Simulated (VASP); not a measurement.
# GaAs: convergence, optical response with local fields

GaAs, F-43m (no. 216), 2 atoms in the cell. PBE, dielectric function with local fields from the Dyson equation; PAW potentials As_GW, Ga_d_GW (PBE set). VASP 6.6.1.

Wanted: ε at zero frequency, electronic within 1 %; peak of the loss function within 0.4 eV.

Kernel: RPA (Hartree).

POSCAR:
```
GaAs
1.0
    0.0000000000      2.8268500000      2.8268500000
    2.8268500000      0.0000000000      2.8268500000
    2.8268500000      2.8268500000      0.0000000000
As Ga
1 1
Direct
    0.7500000000      0.7500000000      0.7500000000
    0.0000000000      0.0000000000      0.0000000000
```

The series start from Cutoff of the response function (eV): 100; Frequency points: 80; Spectral method: default; Bands in all (NBANDS): 41; k mesh: 6 × 6 × 6. Each series keeps the choices made before it, and each single choice may use up half of a tolerance. Times cover all steps of a run.

## Cutoff of the response function (eV)

| Cutoff of the response function (eV) | ε at zero frequency, electronic | Peak of the loss function (eV) | Time (s) |
|---|---|---|---|
| 25 | 42.31 | 16.04 | 48 |
| 50 | 41.51 | 16.10 | 49 |
| 75 | 40.71 | 16.13 | 49 |
| 100 | 40.68 | 16.14 | 51 |
| 150 | 40.66 | 16.14 | 54 |
| 200 (reference) | 40.66 | 16.14 | 64 |

## Frequency points

| Frequency points | ε at zero frequency, electronic | Peak of the loss function (eV) | Time (s) |
|---|---|---|---|
| 12 | 42.15 | 17.13 | 48 |
| 24 | 42.15 | 18.30 | 55 |
| 48 | 40.93 | 16.35 | 48 |
| 80 | 40.71 | 16.13 | 49 |
| 120 (reference) | 42.09 | 16.06 | 47 |

## Spectral method

| Spectral method | ε at zero frequency, electronic | Peak of the loss function (eV) | Time (s) |
|---|---|---|---|
| default | 42.09 | 16.06 | 47 |
| no | 42.15 | 16.03 | 78 |

## Bands in all (NBANDS)

| Bands in all (NBANDS) | ε at zero frequency, electronic | Peak of the loss function (eV) | Time (s) |
|---|---|---|---|
| 17 | 41.92 | 16.28 | 22 |
| 25 | 41.99 | 16.10 | 29 |
| 41 | 42.09 | 16.06 | 47 |
| 57 | 42.12 | 16.04 | 59 |
| 89 (reference) | 42.16 | 16.02 | 85 |

## k mesh

| k mesh | ε at zero frequency, electronic | Peak of the loss function (eV) | Time (s) |
|---|---|---|---|
| 4 × 4 × 4 | 109.9 | 18.48 | 11 |
| 6 × 6 × 6 (reference) | 41.99 | 16.10 | 29 |

## Question

The rows run from the loosest to the tightest (no order: spectral method). For each series: choose the loosest value from which every tighter one stays within half of the tolerance; where there is no order, keep the first row unless others stay within half of the tolerance and take at least 30 % less time, and then take the fastest.

## Answer

- Cutoff of the response function (eV): 75
- Frequency points: 120, the tightest run, since the next looser one is off by more than half of the tolerance (convergence isn't shown beyond it)
- Spectral method: default
- Bands in all (NBANDS): 25
- k mesh: 6 × 6 × 6, the tightest run, since the next looser one is off by more than half of the tolerance (convergence isn't shown beyond it)

## All choices together

| Input | ε at zero frequency, electronic | Peak of the loss function (eV) | Time (s) |
|---|---|---|---|
| default bands, cutoff and frequencies, which give no response at all (naive) | 1 | – | 1534 |
| chosen settings | 41.99 | 16.10 | 29 |
| reference settings throughout | 42.11 | 16.03 | 114 |

The chosen settings stay within the tolerance of the reference run, but the reference itself isn't shown to be converged in: Frequency points, k mesh.

## The input

INCAR.step1:
```
EDIFF    = 1E-8           # SCF threshold, eV
ENCUT    = 410            # plane-wave cutoff, eV
ISMEAR   = 0              # smearing method
KPAR     = 4            
LASPH    = T              # aspherical terms in the spheres
LCHARG   = F              # write CHGCAR
LWAVE    = T              # write WAVECAR
PREC     = Accurate       # precision mode
SIGMA    = 0.02           # smearing width, eV
```

INCAR.step2, as INCAR.step1 but for:
```
- EDIFF = 1E-8
+ ALGO = Exact
+ EDIFF = 1E-7
+ ISTART = 1
+ LOPTICS = T
+ NBANDS = 25
+ NEDOS = 2000
+ NELM = 1
```

INCAR.step3:
```
ALGO     = CHI            # electronic algorithm
CSHIFT   = 0.3          
ENCUT    = 410            # plane-wave cutoff, eV
ENCUTGW  = 75             # cutoff of the response function
ISMEAR   = 0              # smearing method
ISTART   = 1            
KPAR     = 4            
LASPH    = T              # aspherical terms in the spheres
LCHARG   = F              # write CHGCAR
LRPA     = T            
LWAVE    = F              # write WAVECAR
NBANDS   = 25             # bands
NOMEGA   = 120            # frequency points
PREC     = Accurate       # precision mode
SIGMA    = 0.02           # smearing width, eV
```

KPOINTS:
```
Automatic mesh
0
Gamma
  6 6 6
  0 0 0
```

Commands (each step's output is kept before the next begins):
```
cat potpaw_PBE.64/As_GW/POTCAR potpaw_PBE.64/Ga_d_GW/POTCAR > POTCAR
cp INCAR.step1 INCAR
mpirun -np 4 vasp_std > vasp.out
cp INCAR.step2 INCAR
mpirun -np 4 vasp_std > vasp.out
cp INCAR.step3 INCAR
mpirun -np 4 vasp_std > vasp.out
```

Limits: The 6×6×6 mesh is coarse for a spectrum: peaks stand apart that a denser mesh merges, and ε at zero frequency can be far too high.

The chosen input took VASP 6.6.1 29 s on 4 cores (AMD EPYC 9R45 (Zen 5)), a shared host.
